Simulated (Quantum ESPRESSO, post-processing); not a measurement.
# 2H-MoS2: a series in the number of layers, part 4 of 8

What law, if any, do the results for 2H-MoS2 follow against the number of layers?

Quantum ESPRESSO 7.5; plane-wave DFT, PBE-D3(BJ), GBRV ultrasoft pseudopotentials.

So far. Step 6 (Electrostatic potential, 1 layers): The slope in the vacuum is 0.100 eV/Å for an applied 0.10 V/Å, as it should be. Step 9 (Potential by pp.x, 1 layers): The slope in the vacuum is 0.100 eV/Å for an applied 0.10 V/Å, as it should be.

### Step 10. Response between 0 and 0.1 V/A, ions free, 1 layers

The response with the ions free follows from the relaxed dipole.

This step gave:

```
polarisability a cell      : 3.547 Å³
sheet polarisability 4πα/A : 5.089 Å
```

The change of the potential energy, second field less first by z:

z (Å), change of the potential energy, second field less first (eV) and a bar from the least value:
```
      0.0     -0.354 #######
      0.5     -0.658 
      1.0     -0.608 #
      1.5     -0.558 ##
      2.0     -0.508 ###
      2.5     -0.458 #####
      3.0     -0.408 ######
      3.5     -0.358 #######
      4.0     -0.308 ########
      4.5     -0.258 #########
      5.0     -0.208 ##########
      5.5     -0.159 ############
      6.0     -0.112 #############
      6.5     -0.068 ##############
      7.0     -0.034 ##############
      7.5     -0.014 ###############
      8.0     -0.008 ###############
      8.5     -0.008 ###############
      9.0     -0.009 ###############
      9.5     -0.004 ###############
     10.0      0.008 ###############
     10.5      0.008 ###############
     11.0      0.007 ###############
     11.5      0.010 ################
     12.0      0.022 ################
     12.5      0.050 ################
     13.0      0.089 #################
     13.5      0.135 ##################
     14.0      0.184 ####################
     14.5      0.233 #####################
     15.0      0.283 ######################
     15.5      0.333 #######################
     16.0      0.383 ########################
     16.5      0.433 #########################
     17.0      0.483 ###########################
     17.5      0.533 ############################
     18.0      0.583 #############################
     18.5      0.633 ##############################
     19.0      0.103 ##################
```

### Step 11. Relaxation with pw.x, 2 layers

System of this step: 2H-MoS2, 2 layers, AA' stacking. The cell holds 6 atoms: 4 S and 2 Mo. Its edges and angles: a = 3.180 Å, b = 3.180 Å, c = 25.825 Å, α = 90.0°, β = 90.0°, γ = 120.0°. It derives from MoS2. Vacuum lies along c.

m1.relax.in reads:

```
&control
  prefix = 'm1.relax'
  outdir = './out'
  pseudo_dir = './pseudo'
  nstep = 90
  forc_conv_thr = 6e-05
  calculation = 'relax'
  etot_conv_thr = 1e-07
/
&system
  ibrav = 0
  nat = 6
  ntyp = 2
  ecutwfc = 40
  ecutrho = 200
  vdw_corr = 'grimme-d3'
  dftd3_version = 4
  occupations = 'fixed'
/
&electrons
  conv_thr = 1e-10
  mixing_beta = 0.4
  electron_maxstep = 120
/
&ions
/
ATOMIC_SPECIES
  S   32.0600  s_pbe_v1.4.uspp.F.UPF
  Mo  95.9500  mo_pbe_v1.uspp.F.UPF
CELL_PARAMETERS angstrom
  3.18000000000000 0.00000000000000 0.00000000000000
  -1.59000000000000 2.75396078403451 0.00000000000000
  0.00000000000000 0.00000000000000 25.82519547599916
ATOMIC_POSITIONS crystal
  S   0.333333333300 0.666666666700 0.309775002766
  Mo  0.000000000000 0.000000000000 0.372941954223
  S   0.333333333300 0.666666666700 0.436108905680
  S   0.000000000000 0.000000000000 0.563891094320
  Mo  0.333333333300 0.666666666700 0.627058045777
  S   0.000000000000 0.000000000000 0.690224997234
K_POINTS automatic
  6 6 1 0 0 0
```

On the command line:

```sh
$ OMP_NUM_THREADS=1 mpirun -n 8 pw.x -nk 2 -in m1.relax.in > m1.relax.out
```

The log of the run:

```text
[banner, memory and clock lines left out]
Program PWSCF v.7.5 starts
[...]
Message from routine setup:
[...]
number of electrons       =        52.00
     number of Kohn-Sham states=           26
     kinetic-energy cutoff     =      40.0000  Ry
     charge density cutoff     =     200.0000  Ry
[...]
number of k points=     7
[...]
Dense  grid:    73077 G-vectors     FFT dimensions: (  27,  27, 225)
[...]
negative rho (up, down):  2.917E-03 0.000E+00
     Starting wfcs are   42 randomized atomic wfcs
[...]
negative rho (up, down):  2.972E-03 0.000E+00
[...]
estimated scf accuracy    <       0.20033371 Ry
[...]
negative rho (up, down):  2.973E-03 0.000E+00
[...]
estimated scf accuracy    <       0.04927667 Ry
[...]
negative rho (up, down):  2.991E-03 0.000E+00
[...]
estimated scf accuracy    <       0.01073443 Ry
[...]
negative rho (up, down):  2.996E-03 0.000E+00
[...]
estimated scf accuracy    <       0.00338407 Ry
[...]
negative rho (up, down):  2.993E-03 0.000E+00
[...]
estimated scf accuracy    <       0.00251343 Ry
[...]
negative rho (up, down):  2.992E-03 0.000E+00
[...]
estimated scf accuracy    <       0.00041439 Ry
[...]
negative rho (up, down):  2.991E-03 0.000E+00
[...]
estimated scf accuracy    <       0.00051231 Ry
[...]
negative rho (up, down):  2.991E-03 0.000E+00
[...]
estimated scf accuracy    <       0.00004204 Ry
[...]
negative rho (up, down):  2.990E-03 0.000E+00
[...]
estimated scf accuracy    <       0.00005067 Ry
[...]
negative rho (up, down):  2.990E-03 0.000E+00
[...]
estimated scf accuracy    <       0.00002801 Ry
[...]
negative rho (up, down):  2.990E-03 0.000E+00
[...]
estimated scf accuracy    <       0.00000229 Ry
[...]
negative rho (up, down):  2.990E-03 0.000E+00
[...]
estimated scf accuracy    <       0.00001143 Ry
[...]
negative rho (up, down):  2.990E-03 0.000E+00
[...]
estimated scf accuracy    <       0.00000514 Ry
[...]
negative rho (up, down):  2.990E-03 0.000E+00
[...]
estimated scf accuracy    <       0.00000052 Ry
[...]
negative rho (up, down):  2.990E-03 0.000E+00
[...]
estimated scf accuracy    <       0.00000057 Ry
[...]
negative rho (up, down):  2.990E-03 0.000E+00
[...]
estimated scf accuracy    <       0.00000002 Ry
[...]
negative rho (up, down):  2.990E-03 0.000E+00
[...]
estimated scf accuracy    <       0.00000012 Ry
[...]
negative rho (up, down):  2.990E-03 0.000E+00
[...]
estimated scf accuracy    <       0.00000002 Ry
[...]
negative rho (up, down):  2.990E-03 0.000E+00
[...]
estimated scf accuracy    <       0.00000003 Ry
[...]
negative rho (up, down):  2.990E-03 0.000E+00
[...]
estimated scf accuracy    <          8.1E-09 Ry
[...]
negative rho (up, down):  2.990E-03 0.000E+00
[...]
estimated scf accuracy    <          1.3E-09 Ry
[...]
negative rho (up, down):  2.990E-03 0.000E+00
[...]
estimated scf accuracy    <          4.6E-10 Ry
[...]
negative rho (up, down):  2.990E-03 0.000E+00
[...]
estimated scf accuracy    <          1.6E-10 Ry
[...]
negative rho (up, down):  2.990E-03 0.000E+00
[...]
highest occupied level (ev):     1.8848
!    total energy              =    -375.59913633 Ry
     estimated scf accuracy    <          3.2E-11 Ry
[...]
one-electron contribution =   -2670.09369328 Ry
     hartree contribution      =    1341.14636243 Ry
     xc contribution           =     -72.35733287 Ry
     ewald contribution        =    1025.85389801 Ry
[...]
convergence has been achieved in  24 iterations
     negative rho (up, down):  2.990E-03 0.000E+00
[...]
Total force =     0.095682     Total SCF correction =     0.000033
[...]
negative rho (up, down):  3.020E-03 0.000E+00
[...]
negative rho (up, down):  3.014E-03 0.000E+00
[...]
estimated scf accuracy    <       0.00043783 Ry
[...]
negative rho (up, down):  3.010E-03 0.000E+00
[...]
estimated scf accuracy    <       0.00058780 Ry
[...]
negative rho (up, down):  3.004E-03 0.000E+00
[...]
estimated scf accuracy    <       0.00002959 Ry
[...]
negative rho (up, down):  3.004E-03 0.000E+00
[...]
estimated scf accuracy    <       0.00014233 Ry
[...]
negative rho (up, down):  3.003E-03 0.000E+00
[...]
estimated scf accuracy    <       0.00005286 Ry
[...]
negative rho (up, down):  3.003E-03 0.000E+00
[...]
estimated scf accuracy    <       0.00000469 Ry
[...]
negative rho (up, down):  3.003E-03 0.000E+00
[...]
estimated scf accuracy    <       0.00000897 Ry
[...]
negative rho (up, down):  3.002E-03 0.000E+00
[...]
estimated scf accuracy    <       0.00000251 Ry
[...]
negative rho (up, down):  3.002E-03 0.000E+00
[...]
estimated scf accuracy    <       0.00000116 Ry
[...]
negative rho (up, down):  3.002E-03 0.000E+00
[...]
estimated scf accuracy    <       0.00000038 Ry
[...]
negative rho (up, down):  3.002E-03 0.000E+00
[...]
estimated scf accuracy    <          3.4E-09 Ry
[...]
negative rho (up, down):  3.002E-03 0.000E+00
[...]
estimated scf accuracy    <       0.00000012 Ry
[...]
negative rho (up, down):  3.002E-03 0.000E+00
[...]
estimated scf accuracy    <       0.00000006 Ry
[...]
negative rho (up, down):  3.002E-03 0.000E+00
[...]
estimated scf accuracy    <          4.3E-09 Ry
[...]
negative rho (up, down):  3.002E-03 0.000E+00
[...]
estimated scf accuracy    <          1.8E-10 Ry
[...]
negative rho (up, down):  3.002E-03 0.000E+00
[...]
estimated scf accuracy    <          7.7E-10 Ry
[...]
negative rho (up, down):  3.002E-03 0.000E+00
[...]
estimated scf accuracy    <          1.4E-10 Ry
[...]
negative rho (up, down):  3.002E-03 0.000E+00
[...]
highest occupied level (ev):     1.9440
!    total energy              =    -375.60680848 Ry
     estimated scf accuracy    <          4.5E-11 Ry
[...]
one-electron contribution =   -2682.06067376 Ry
     hartree contribution      =    1347.09901108 Ry
     xc contribution           =     -72.43010810 Ry
     ewald contribution        =    1031.93379071 Ry
[...]
convergence has been achieved in  18 iterations
     negative rho (up, down):  3.002E-03 0.000E+00
[...]
Total force =     0.064332     Total SCF correction =     0.000043
[...]
negative rho (up, down):  3.031E-03 0.000E+00
[...]
negative rho (up, down):  3.027E-03 0.000E+00
[...]
estimated scf accuracy    <       0.00053093 Ry
[...]
negative rho (up, down):  3.005E-03 0.000E+00
[...]
estimated scf accuracy    <       0.00000066 Ry
[...]
negative rho (up, down):  3.005E-03 0.000E+00
[...]
estimated scf accuracy    <       0.00000027 Ry
[...]
negative rho (up, down):  3.005E-03 0.000E+00
[...]
estimated scf accuracy    <       0.00000007 Ry
[...]
negative rho (up, down):  3.005E-03 0.000E+00
[...]
estimated scf accuracy    <       0.00000004 Ry
[...]
negative rho (up, down):  3.005E-03 0.000E+00
[...]
estimated scf accuracy    <          7.9E-09 Ry
[...]
negative rho (up, down):  3.005E-03 0.000E+00
[...]
estimated scf accuracy    <          2.1E-09 Ry
[...]
negative rho (up, down):  3.005E-03 0.000E+00
[...]
estimated scf accuracy    <          5.9E-11 Ry
[...]
negative rho (up, down):  3.005E-03 0.000E+00
[...]
estimated scf accuracy    <          1.2E-10 Ry
[...]
negative rho (up, down):  3.005E-03 0.000E+00
[...]
estimated scf accuracy    <          1.7E-10 Ry
[...]
negative rho (up, down):  3.005E-03 0.000E+00
[...]
estimated scf accuracy    <          5.5E-11 Ry
[...]
negative rho (up, down):  3.005E-03 0.000E+00
[...]
estimated scf accuracy    <          6.3E-11 Ry
[...]
negative rho (up, down):  3.005E-03 0.000E+00
[...]
highest occupied level (ev):     2.0616
!    total energy              =    -375.61274443 Ry
     estimated scf accuracy    <          3.6E-11 Ry
[...]
one-electron contribution =   -2713.91784612 Ry
     hartree contribution      =    1362.96824267 Ry
     xc contribution           =     -72.56146920 Ry
     ewald contribution        =    1048.04818835 Ry
[...]
convergence has been achieved in  17 iterations
     negative rho (up, down):  3.005E-03 0.000E+00
[...]
Total force =     0.005155     Total SCF correction =     0.000030
[...]
negative rho (up, down):  2.992E-03 0.000E+00
[...]
negative rho (up, down):  2.991E-03 0.000E+00
[...]
estimated scf accuracy    <       0.00004183 Ry
[...]
negative rho (up, down):  2.991E-03 0.000E+00
[...]
estimated scf accuracy    <       0.00015391 Ry
[...]
negative rho (up, down):  2.990E-03 0.000E+00
[...]
estimated scf accuracy    <       0.00000385 Ry
[...]
negative rho (up, down):  2.990E-03 0.000E+00
[...]
estimated scf accuracy    <       0.00001375 Ry
[...]
negative rho (up, down):  2.990E-03 0.000E+00
[...]
estimated scf accuracy    <       0.00000507 Ry
[...]
negative rho (up, down):  2.990E-03 0.000E+00
[...]
estimated scf accuracy    <       0.00000287 Ry
[...]
negative rho (up, down):  2.990E-03 0.000E+00
[...]
estimated scf accuracy    <       0.00000128 Ry
[...]
negative rho (up, down):  2.990E-03 0.000E+00
[...]
estimated scf accuracy    <       0.00000008 Ry
[...]
negative rho (up, down):  2.990E-03 0.000E+00
[...]
estimated scf accuracy    <       0.00000008 Ry
[...]
negative rho (up, down):  2.990E-03 0.000E+00
[...]
estimated scf accuracy    <       0.00000003 Ry
[...]
negative rho (up, down):  2.990E-03 0.000E+00
[...]
estimated scf accuracy    <          4.3E-09 Ry
[...]
negative rho (up, down):  2.990E-03 0.000E+00
[...]
estimated scf accuracy    <          5.8E-09 Ry
[...]
negative rho (up, down):  2.990E-03 0.000E+00
[...]
estimated scf accuracy    <          3.1E-09 Ry
[...]
estimated scf accuracy    <       0.00000002 Ry
[...]
negative rho (up, down):  2.955E-03 0.000E+00
[...]
estimated scf accuracy    <          2.8E-10 Ry
[...]
negative rho (up, down):  2.956E-03 0.000E+00
[...]
highest occupied level (ev):     2.0806
!    total energy              =    -375.61312411 Ry
     estimated scf accuracy    <          3.4E-11 Ry
[...]
one-electron contribution =   -2747.37658042 Ry
     hartree contribution      =    1379.70214921 Ry
     xc contribution           =     -72.55363035 Ry
     ewald contribution        =    1064.76546893 Ry
[...]
convergence has been achieved in  14 iterations
     negative rho (up, down):  2.956E-03 0.000E+00
[...]
Total force =     0.009132     Total SCF correction =     0.000036
[...]
negative rho (up, down):  3.031E-03 0.000E+00
[...]
negative rho (up, down):  3.030E-03 0.000E+00
[...]
estimated scf accuracy    <       0.00055744 Ry
[...]
negative rho (up, down):  3.032E-03 0.000E+00
[...]
estimated scf accuracy    <       0.00214303 Ry
[...]
negative rho (up, down):  3.031E-03 0.000E+00
[...]
estimated scf accuracy    <       0.00004783 Ry
[...]
negative rho (up, down):  3.032E-03 0.000E+00
[...]
estimated scf accuracy    <       0.00019434 Ry
[...]
negative rho (up, down):  3.033E-03 0.000E+00
[...]
estimated scf accuracy    <       0.00001310 Ry
[...]
negative rho (up, down):  3.034E-03 0.000E+00
[...]
estimated scf accuracy    <       0.00004493 Ry
[...]
negative rho (up, down):  3.034E-03 0.000E+00
[...]
estimated scf accuracy    <       0.00000020 Ry
[...]
negative rho (up, down):  3.034E-03 0.000E+00
[...]
estimated scf accuracy    <       0.00000036 Ry
[...]
negative rho (up, down):  3.034E-03 0.000E+00
[...]
estimated scf accuracy    <       0.00000018 Ry
[...]
negative rho (up, down):  3.034E-03 0.000E+00
[...]
estimated scf accuracy    <          9.2E-09 Ry
[...]
negative rho (up, down):  3.034E-03 0.000E+00
[...]
estimated scf accuracy    <          8.1E-09 Ry
[...]
negative rho (up, down):  3.034E-03 0.000E+00
[...]
estimated scf accuracy    <          5.5E-09 Ry
[...]
negative rho (up, down):  3.034E-03 0.000E+00
[...]
estimated scf accuracy    <          3.3E-10 Ry
[...]
negative rho (up, down):  3.034E-03 0.000E+00
[...]
estimated scf accuracy    <          1.9E-10 Ry
[...]
negative rho (up, down):  3.034E-03 0.000E+00
[...]
estimated scf accuracy    <          1.0E-10 Ry
[...]
negative rho (up, down):  3.034E-03 0.000E+00
[...]
highest occupied level (ev):     2.0985
!    total energy              =    -375.61339807 Ry
     estimated scf accuracy    <          2.1E-12 Ry
[...]
one-electron contribution =   -2772.64918486 Ry
     hartree contribution      =    1392.34025133 Ry
     xc contribution           =     -72.55097369 Ry
     ewald contribution        =    1077.39757469 Ry
[...]
convergence has been achieved in  16 iterations
     negative rho (up, down):  3.034E-03 0.000E+00
[...]
Total force =     0.011030     Total SCF correction =     0.000008
[...]
negative rho (up, down):  3.182E-03 0.000E+00
[...]
negative rho (up, down):  3.180E-03 0.000E+00
[...]
estimated scf accuracy    <       0.00147384 Ry
[...]
negative rho (up, down):  3.183E-03 0.000E+00
[...]
estimated scf accuracy    <       0.00746508 Ry
[...]
negative rho (up, down):  3.181E-03 0.000E+00
[...]
estimated scf accuracy    <       0.00013211 Ry
[...]
negative rho (up, down):  3.182E-03 0.000E+00
[...]
estimated scf accuracy    <       0.00058625 Ry
[...]
negative rho (up, down):  3.183E-03 0.000E+00
[...]
estimated scf accuracy    <       0.00001464 Ry
[...]
negative rho (up, down):  3.184E-03 0.000E+00
[...]
estimated scf accuracy    <       0.00008845 Ry
[...]
negative rho (up, down):  3.185E-03 0.000E+00
[...]
estimated scf accuracy    <       0.00000035 Ry
[...]
negative rho (up, down):  3.185E-03 0.000E+00
[...]
estimated scf accuracy    <       0.00000183 Ry
[...]
negative rho (up, down):  3.185E-03 0.000E+00
[...]
estimated scf accuracy    <       0.00000050 Ry
[...]
negative rho (up, down):  3.185E-03 0.000E+00
[...]
estimated scf accuracy    <       0.00000010 Ry
[...]
negative rho (up, down):  3.185E-03 0.000E+00
[...]
estimated scf accuracy    <       0.00000006 Ry
[...]
negative rho (up, down):  3.185E-03 0.000E+00
[...]
estimated scf accuracy    <          6.3E-10 Ry
```

It took 3.2 min on 8 MPI ranks of Arm Neoverse V2, shared host; peak memory 0.74 GiB.

Step by step:

```csv
step,energy less that of the first step (eV),largest force (eV/Å)
1,0.0000,1.2590
2,-0.1044,0.8554
3,-0.1698,0.3839
4,-0.1835,0.0615
5,-0.1837,0.0357
6,-0.1840,0.0537
7,-0.1845,0.0694
8,-0.1851,0.0853
9,-0.1862,0.1022
10,-0.1879,0.1206
11,-0.1903,0.1418
12,-0.1940,0.1685
13,-0.1993,0.1978
14,-0.2051,0.2200
15,-0.2087,0.2202
16,-0.2107,0.1685
17,-0.2134,0.0515
18,-0.2137,0.0025
19,-0.2137,0.0005
20,-0.2137,0.0000
```

The atoms that moved most (Å):

```csv
atom,dx,dy,dz,length
S1,0.000,0.000,0.310,0.310
S6,0.000,0.000,-0.310,0.310
Mo5,0.000,0.000,-0.236,0.236
Mo2,0.000,0.000,0.236,0.236
S4,0.000,0.000,-0.161,0.161
S3,0.000,0.000,0.161,0.161
```

The relaxed structure:

```xyz
6
Lattice="3.1800 0.0000 0.0000 -1.5900 2.7540 0.0000 0.0000 0.0000 25.8252" Properties=species:S:1:pos:R:3
S     0.0000    1.8360    8.3095
Mo    0.0000    0.0000    9.8671
S     0.0000    1.8360   11.4236
S     0.0000    0.0000   14.4016
Mo    0.0000    1.8360   15.9581
S     0.0000    0.0000   17.5157
```

The relaxation lowers the energy by 36 meV an atom.

Read from the output:

```
free energy                    : -5110.5003 eV
valence top, on the run's zero : 2.294 eV
```

(Part 4 of 8 ends here.)

[Logs are printed without paths, hosts, clocks, repeated set-up lines and the standing remarks that a program may print on its own settings, such as how far it seeks lower states.]

[Hosts, paths, dates, database ids (printed as entryN), source tags and the programs' standing remarks are cut or masked in the printed files.]

[Maps of the electrostatic potential energy from Ansatz leave out the sawtooth potential of an applied field or a dipole correction, so their vacuum need not be flat; planar profiles and work functions include it.]
